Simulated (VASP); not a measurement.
Level of theory: PBEsol GGA, VASP's PBE PAW potentials (set 64) (plane waves; VASP).

Input for VASP

File POSCAR:
```
InN
1.0
  1.7690571017  -3.0181353994   0.0000000000
  1.7690571017   3.0181353994   0.0000000000
  0.0000000000   0.0000000000   5.7118804560
In N
2 2
Cart
  1.7690571017  -1.0060471452   2.8553206363
  1.7690571017   1.0060471452   5.7112608643
  1.7690571017  -1.0060471452   5.0213625125
  1.7690571017   1.0060471452   2.1654222845
```

**KPOINTS**
```
kpoints
0
Gamma
10 10 6
```

**INCAR**
```
ISIF  =  2
LREAL  =  F
ENCUT  =  600   # plane-wave cut-off (eV)
SIGMA  =  0.1
LMAXMIX  =  4
ISMEAR  =  1
GGA  =  PS   # PBEsol
LWAVE  =  F
NELM  =  100   # most electronic steps
LCHARG  =  F
EDIFF  =  1E-7   # SCF stop (eV)
PREC  =  Accurate
ALGO  =  Normal   # blocked Davidson
SYSTEM  =  InN
LASPH  =  T   # aspherical one-centre terms
```

POTCAR, in this order: In_d N (PBE.64 set). Program: vasp_std.

What VASP printed:

File OSZICAR:
```
       N       E                     dE             d eps       ncg     rms          rms(c)
DAV:   1     0.363786309543E+03    0.36379E+03   -0.19932E+04  5456   0.253E+03
DAV:   2     0.225722616659E+02   -0.34121E+03   -0.33223E+03  5666   0.516E+02
DAV:   3    -0.254809747388E+02   -0.48053E+02   -0.47309E+02  7384   0.195E+02
DAV:   4    -0.272450737792E+02   -0.17641E+01   -0.17576E+01  6708   0.397E+01
DAV:   5    -0.272988205714E+02   -0.53747E-01   -0.53729E-01  7032   0.662E+00    0.141E+01
DAV:   6    -0.231010102741E+02    0.41978E+01   -0.17917E+01  9432   0.606E+01    0.105E+01
DAV:   7    -0.232061526586E+02   -0.10514E+00   -0.21131E+00  5600   0.120E+01    0.328E+00
DAV:   8    -0.231643167815E+02    0.41836E-01   -0.21203E-01  8770   0.519E+00    0.173E+00
DAV:   9    -0.231494028542E+02    0.14914E-01   -0.50343E-02  8982   0.362E+00    0.430E-01
DAV:  10    -0.231474733966E+02    0.19295E-02   -0.74018E-03  8888   0.130E+00    0.191E-01
DAV:  11    -0.231478580076E+02   -0.38461E-03   -0.56113E-03  9070   0.769E-01    0.165E-01
DAV:  12    -0.231475945902E+02    0.26342E-03   -0.13851E-03  8502   0.480E-01    0.229E-02
DAV:  13    -0.231476071785E+02   -0.12588E-04   -0.95937E-05  7970   0.891E-02    0.102E-02
DAV:  14    -0.231476063260E+02    0.85253E-06   -0.30398E-06  8358   0.265E-02    0.101E-02
DAV:  15    -0.231476061620E+02    0.16398E-06   -0.70761E-07  6592   0.593E-03    0.455E-03
DAV:  16    -0.231476056885E+02    0.47348E-06   -0.18538E-06  6794   0.170E-02    0.686E-04
DAV:  17    -0.231476056954E+02   -0.68803E-08   -0.23044E-07  5170   0.316E-03
   1 F= -.23147606E+02 E0= -.23147688E+02  d E =0.247729E-03
```

**OUTCAR**
```
------------------------ aborting loop because EDIFF is reached ----------------------------------------
  FORCE on cell =-STRESS in cart. coord.  units (eV):
  Direction    XX          YY          ZZ          XY          YZ          ZX
  --------------------------------------------------------------------------------------
  Total        0.5293018      1.7196770      0.3483529      0.0000000      0.0000000      0.0000000
  in kB       13.9035050     45.1718398      9.1504060      0.0000000      0.0000000      0.0000000
  external PRESSURE =      22.7419169 kB  Pullay stress =       0.0000000 kB
  volume of cell :       60.99
      direct lattice vectors                 reciprocal lattice vectors
     1.769057102 -3.018135399  0.000000000     0.282636439 -0.165665198  0.000000000
     1.769057102  3.018135399  0.000000000     0.282636439  0.165665198  0.000000000
     0.000000000  0.000000000  5.711880456     0.000000000  0.000000000  0.175073692
 POSITION                                       TOTAL-FORCE (eV/Angst)
 -----------------------------------------------------------------------------------
      1.76906     -1.00605      2.85532         0.000000     -0.151897      0.100372
      1.76906      1.00605      5.71126         0.000000      0.151897      0.100372
      1.76906     -1.00605      5.02136         0.000000     -0.160833     -0.100372
      1.76906      1.00605      2.16542         0.000000      0.160833     -0.100372
 -----------------------------------------------------------------------------------
    total drift:                                0.000000     -0.000000      0.000217
  FREE ENERGIE OF THE ION-ELECTRON SYSTEM (eV)
  ---------------------------------------------------
  free  energy   TOTEN  =       -23.1476056954 eV

  energy  without entropy=      -23.1478534248  energy(sigma->0) =      -23.14768827
```
(Selected blocks of OUTCAR.)

The compound is InN in the wurtzite structure. This cell was strained or had an atom moved on purpose.
